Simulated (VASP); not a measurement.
# Ti: kinetic-energy density

Ti, P6_3/mmc (no. 194), 2 atoms in the cell. PBE; PAW potentials Ti_sv (PBE set).

## Input

INCAR:
```
SYSTEM = Ti
  PREC = Accurate
  ENCUT = 520
  EDIFF = 1E-7
  ISMEAR = 1
  SIGMA = 0.1
  LREAL = .FALSE.
  LASPH = .TRUE.
  ALGO = Normal
  NELM = 100
  ISIF = 2
  LWAVE = .FALSE.
  LCHARG = .TRUE.
  LTAU = .TRUE.
```

KPOINTS:
```
k-points
0
Gamma
  9 9 5
```

POSCAR:
```
Ti
1.0
    2.9500000000      0.0000000000      0.0000000000
   -1.4750000000      2.5547749412      0.0000000000
    0.0000000000      0.0000000000      4.6800000000
Ti
2
Direct
    0.6666666667      0.3333333333      0.7500000000
    0.3333333333      0.6666666667      0.2500000000
```

Commands:
```
cat potpaw_PBE.64/Ti_sv/POTCAR > POTCAR
mpirun -np 1 vasp_std > vasp.out
```

## Result

- Kinetic energy of the pseudo orbitals (eV): 543.85

VASP 6.6.1 took 20 s on 1 core (Intel Xeon Platinum 8488C (Sapphire Rapids)), a shared host.
